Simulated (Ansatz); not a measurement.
**Te2Mo — quadrupolar parameters**

The cell is a COD entry whose atoms were relaxed with PBE, the cell held.

```
Te Mo
1.0
     6.33000    0.00000    0.00000
     0.00000    3.46900    0.00000
    -0.94679    0.00000   13.82762
Te Mo
8 4
Direct
  0.55705 0.75000 0.35042
  0.44295 0.25000 0.64958
  0.58768 0.25000 0.10423
  0.41232 0.75000 0.89577
  0.09681 0.75000 0.14997
  0.90319 0.25000 0.85003
  0.05481 0.25000 0.39548
  0.94519 0.75000 0.60452
  0.32072 0.75000 0.50673
  0.67928 0.25000 0.49327
  0.18137 0.25000 0.00767
  0.81863 0.75000 0.99233
```

Sites (sets of like atoms) are named by element and the number of their first atom in this list.

Computed with Ansatz: DFT, r2SCAN, plane waves and PAW, scalar-relativistic, 500 eV cutoff, Γ-centred 7×13×4 k-points, Fermi–Dirac smearing 0.05 eV.

Conventions: |V_zz| ≥ |V_yy| ≥ |V_xx|, η = (V_xx − V_yy)/V_zz, C_Q = eQV_zz/h. Directions are in the Cartesian axes of the cell vectors above, for the atom listed; none is given where the gradient is under 0.02 or η is above 0.95.

```
site  first atom                          first shell  V_zz (10²¹ V/m²)     η  direction of V_zz (x, y, z)
 Te1           1                  3 Mo at 2.71–2.72 Å            -15.93  0.85              -0.16 0.00 0.99
 Te3           3                  3 Mo at 2.80–2.82 Å              23.1  0.68               0.00 1.00 0.00
 Te5           5                       3 Mo at 2.71 Å            -16.48  0.76               0.14 0.00 0.99
 Te7           7                  3 Mo at 2.80–2.82 Å              22.7  0.68               0.00 1.00 0.00
 Mo9           9  6 Te at 2.71–2.82 Å, 2 Mo at 2.87 Å             -7.46  0.68              0.73 0.00 -0.68
Mo11          11  6 Te at 2.71–2.82 Å, 2 Mo at 2.87 Å             -7.57  0.68               0.73 0.00 0.69
```

The largest force is 0.3 eV/Å, so the atoms aren't at the calculated equilibrium and relaxing them would move these values. With no gap above 0.1 eV, as in a metal, the gradients converge slowly in k; expect changes of a tenth or more on a denser mesh. Without spin–orbit coupling the gradients at and beside Te can be off by some per cent, at some sites by more.
